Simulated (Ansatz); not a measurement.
AlNi:

```
Ni Al
1.0
     2.88100    0.00000    0.00000
     0.00000    2.88100    0.00000
     0.00000    0.00000    2.88100
Ni Al
1 1
Direct
  0.50000 0.50000 0.50000
  0.00000 0.00000 0.00000
```

```yaml
Program: Ansatz 0.2.0
Task: relaxation of cell and atoms
Functional: revPBE
Potentials_or_basis: all-electron LAPW, scalar-relativistic
Basis_error_allowed: 0.001 eV/atom
k_mesh: 9 × 9 × 9
Occupations: fermi-dirac, width 0.05 eV
Spin: collinear spin, ferromagnetic start
Starting_moments: "[1.0, 0.0] μB"
```

At the start: volume 11.96 Å³/atom.

Task: How do energy, volume and symmetry change on relaxing?

Result: Over 5 steps the energy falls by 5.3 meV/atom and the volume is 12.32 Å³/atom (+3.0 %); space group Pm-3m (No. 221, to 0.05 Å); moment 0.00 μB per cell.

The path:
```tsv
step	energy change (eV)	largest force (eV/Å)	volume (Å³)
1	0.0000	0.0000	23.91
2	-0.0089	0.0000	24.34
3	-0.0106	0.0000	24.62
4	-0.0106	0.0000	24.63
5	-0.0106	0.0000	24.63
```

Final structure:
```yaml
crystal:
  lattice:
    - [2.90969, 0.00000, 0.00000]
    - [0.00000, 2.90969, 0.00000]
    - [0.00000, 0.00000, 2.90969]
  atoms:
    - { symbol: Ni, position: [0.50000, 0.50000, 0.50000] }
    - { symbol: Al, position: [0.00000, 0.00000, 0.00000] }
```

Caveat: the starting moments weren't kept.
